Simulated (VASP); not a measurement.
Runs of VASP 6.6.1 on Au. The structure is cubic, space group Fm-3m (No. 225). The conventional cell has a = 4.070 Å, b = 4.070 Å, c = 4.070 Å, α = 90.00°, β = 90.00°, γ = 90.00°. Around Au (site symmetry m-3m) lie 12 Au at 2.88 Å. 

```tsv
level	gap on the mesh (eV)	pressure (GPa)	relaxed volume (Å³/atom)
rev-vdW-DF2	none	0.0	(c)
optB86b-vdW	none	-0.1	(a)
BEEF-vdW	none	-0.1	18.60
vdW-DF2	none	0.1	(b)
optPBE-vdW	none	-0.1	18.26
vdW-DF	none	0.0	19.07
optB88-vdW	none	0.0	17.99
vdW-DF-cx	none	0.0	17.16
```

Alike in all rows: task relaxation of cell and atoms; potentials or basis VASP PAW PBE potentials, release 64 (Au); no spin polarisation; cell relaxed; k mesh 11 × 11 × 11; cutoff (eV) 600; smearing fermi-dirac 0.05 eV.

**Question.** Fill in the values left out.

**Answer.** (a) 17.50; (b) 20.33; (c) 17.52.

Caveats: the PAW data sets were made with another functional, which shifts forces and pressure a little; the volume moved by +10 % from the deposited cell, more than functionals usually miss (some runs); the volume moved by over 15 % at a fixed basis, so the end points are rough (some runs); the volume moved by +21 % from the deposited cell, more than functionals usually miss (some runs); the volume moved by +13 % from the deposited cell, more than functionals usually miss (some runs).

A k mesh can miss the band edges, and the runs leave out spin-orbit coupling on Au.

A gap of «none» marks a metal or a gap under the smearing width.

Runs at the PBE level aren't shown here.
